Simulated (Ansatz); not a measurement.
Random displacements in ZnInGaO₄

All numbers below come from DFT PBE, scalar-relativistic, plane waves, PAW in Ansatz. The runs took a 420 eV cutoff, a Γ-centred 12×12×12 mesh and Gaussian smearing (0.05 eV). No spin polarisation. Energies are free energies at this smearing, counted from the undisturbed cell; pressure is positive in compression.

Zero of the scan (as given, not relaxed at this level, and it needn't be the usual structure):

```
CELL_PARAMETERS angstrom
1.68033 0.97014 8.71341
-1.68033 0.97014 8.71341
0.00000 -1.94027 8.71341
ATOMIC_POSITIONS crystal
Zn 0.21838 0.21838 0.21838
In 0.00277 0.00277 0.00277
Ga 0.78703 0.78703 0.78703
O 0.29514 0.29514 0.29514
O 0.71136 0.71136 0.71136
O 0.12172 0.12172 0.12172
O 0.86360 0.86360 0.86360
```

The atoms are displaced (Å, in the unstrained cell):

| atom | ux | uy | uz |
| --- | --- | --- | --- |
| Zn1 | 0.079 | 0.014 | -0.087 |
| In2 | 0.075 | -0.077 | 0.222 |
| Ga3 | -0.254 | 0.062 | 0.096 |
| O4 | -0.042 | -0.010 | -0.057 |
| O5 | 0.114 | 0.141 | -0.077 |
| O6 | -0.002 | -0.097 | -0.129 |
| O7 | 0.030 | -0.033 | 0.033 |

Strain (Voigt, engineering shear): (-0.0130, 0.0073, 0.0590, 0.0075, 0.0390, -0.1544).

(1) What are the energy change, the stress and the forces?

## Answers

(1) ΔE = 387.4 meV/atom; stress (xx, yy, zz, yz, xz, xy; compression positive) (11.21, 17.42, -11.86, -3.89, -3.57, 15.76) GPa.
```
atom Fx (eV/Å) Fy Fz
 Zn1      -2.41  -1.14   3.19
 In2      -0.82   2.59  -4.56
 Ga3       3.74   0.40   0.15
  O4       0.44   0.03   0.68
  O5       0.32  -2.86   3.05
  O6      -3.45  -0.24  -0.07
  O7       2.19   1.22  -2.44
```

Cost: 1 run of about 3.5 core-minutes, on Intel Xeon 6975P-C (Granite Rapids) (shared hosts).